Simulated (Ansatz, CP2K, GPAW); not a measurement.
One calculation of WC, 3 ways

```xyz
2
Lattice="2.9065 0.0000 0.0000 -1.4532 2.5171 0.0000 0.0000 0.0000 2.8366" Properties=species:S:1:pos:R:3 pbc="T T T"
W     0.0000    0.0000    0.0000
C     1.4533    0.8390    1.4183
```

Alike in all runs: task band structure; functional revPBE; k mesh 10 × 10 × 9; occupations fermi-dirac, width 0.05 eV; no spin polarisation; no spin-orbit coupling. Pressure is positive in compression and, in plane waves, holds the error of the finite cutoff.

```tsv
program and potentials	plane-wave cutoff (eV)	notes	pressure (GPa)
CP2K, POTENTIAL_UZH W GTH-PBE-q14, C GTH-PBE-q4; TZVP-MOLOPT-PBE-GTH basis	-	atomic basis; potentials made for PBE	4.40
GPAW, the program's PAW data sets (release 1.2.1) made for this functional	800	-	9.15
Ansatz, all-electron LAPW, scalar-relativistic	-	-	8.91
```

The pressure spans 4.40 (CP2K, POTENTIAL_UZH W GTH-PBE-q14, C GTH-PBE-q4; TZVP-MOLOPT-PBE-GTH basis) to 9.15 GPa (GPAW, the program's PAW data sets (release 1.2.1) made for this functional), with all-electron results at 8.91. Rows in atomic bases carry the error of their basis and grid, which can be large.

Differences between rows come from potentials, basis sets and numerical settings, since the functional is the same but for its coding. Runs on potential files found faulty are left out.
